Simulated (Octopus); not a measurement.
# PbS (Galena) under changes of volume

One of the cells (26.086 Å³/atom); the others are scaled copies at fixed shape and fractional positions:

```
Pb S
1.0
     0.00000    2.96575    2.96575
     2.96575    0.00000    2.96575
     2.96575    2.96575    0.00000
Pb S
1 1
Cartesian
  0.0000 0.0000 0.0000
  2.9657 2.9657 2.9657
```

* Program: Octopus 16.4
* Functional: PBEsol
* Potentials or basis: pseudodojo_pbesol (PseudoDojo 0.4, PBEsol)
* Grid spacing: 0.150 Å
* k mesh: 8 × 8 × 8
* Occupations: fermi-dirac, width 0.05 eV
* Spin: no spin polarisation

```csv
volume (Å³/atom),energy over the lowest point (meV/atom),gap on the mesh (eV)
24.521,14.49,0.01
25.042,?,?
25.564,1.26,0.18
26.086,0.00,0.26
26.607,1.80,0.33
27.129,6.18,0.40
27.651,15.20,0.46
```

**Question.** What does the run at 25.042 Å³/atom give?

**Answer.** Energy over the lowest point 6.69 meV/atom; gap on the mesh 0.10 eV.

Worked out: A Birch-Murnaghan fit of order 3 (a polynomial in V^(-2/3)) to the other rows has its minimum at 26.08 Å³/atom with B0 = V·E''(V) = 51 GPa (rough, since the energies scatter). It gives 6.39 meV/atom at 25.042 Å³/atom, against the run's 6.69.

Energies are extrapolated to zero smearing.

Caveats: spin-orbit coupling is left out, which as a rule narrows the gap of such compounds by several tenths of an eV.

A mesh can miss the band edges.
